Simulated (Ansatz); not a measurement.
CrO2:

```
Cr O
1.0
     0.00000    2.38307    2.38307
     2.38307    0.00000    2.38307
     2.38307    2.38307    0.00000
Cr O
1 2
Direct
  0.00000 0.00000 0.00000
  0.25000 0.25000 0.25000
  0.75000 0.75000 0.75000
```

Measurements of this composition are mostly on another form, of space group No. 136.

```yaml
Program: Ansatz 0.2.0
Task: relaxation of cell and atoms
Functional: LDA
Potentials_or_basis: Ansatz PAW
Cutoff: "420 eV (not typed: the program's choice for these potentials)"
k_mesh: 7 × 7 × 7
Occupations: fermi-dirac, width 0.05 eV
Spin: collinear spin, ferromagnetic start
Starting_moments: "[3.0, 0.0, 0.0] μB"
```

At the start: volume 9.02 Å³/atom.

Task: Where does the relaxation end?

Result: It ends after 7 steps and the volume is 8.13 Å³/atom (-9.8 %); space group Fm-3m (No. 225, to 0.05 Å); moment 2.00 μB per cell.

Step by step:
| step | energy change (eV) | largest force (eV/Å) | volume (Å³) |
| --- | --- | --- | --- |
| 1 | 0.0000 | 0.0000 | 27.07 |
| 2 | -0.2050 | 0.0000 | 25.40 |
| 3 | -0.2448 | 0.0000 | 24.32 |
| 4 | -0.2445 | 0.0000 | 24.48 |
| 5 | -0.2313 | 0.0000 | 24.48 |
| 6 | -0.2322 | 0.0000 | 24.40 |
| 7 | -0.2319 | 0.0000 | 24.40 |

Final structure:
```cif
data_structure
_symmetry_space_group_name_H-M 'P 1'
_symmetry_Int_Tables_number 1
_cell_length_a 3.2558
_cell_length_b 3.2558
_cell_length_c 3.2558
_cell_angle_alpha 60.000
_cell_angle_beta 60.000
_cell_angle_gamma 60.000
_cell_volume 24.40
loop_
_atom_site_label
_atom_site_type_symbol
_atom_site_fract_x
_atom_site_fract_y
_atom_site_fract_z
_atom_site_occupancy
Cr1 Cr 0.00000 0.00000 0.00000 1
O1 O 0.25000 0.25000 0.25000 1
O2 O 0.75000 0.75000 0.75000 1
```

Caveat: the plane-wave basis is chosen anew once the cell has moved, so the energies of steps on either side of that aren't comparable; the pressure holds a Pulay correction of +1.4 GPa for the finite cutoff; a cell with one magnetic atom can't hold antiferromagnetic order, which such compounds often take; the PAW data sets come from PBE, with cores solved anew for the run's functional, which leaves a small shift of forces and pressure.
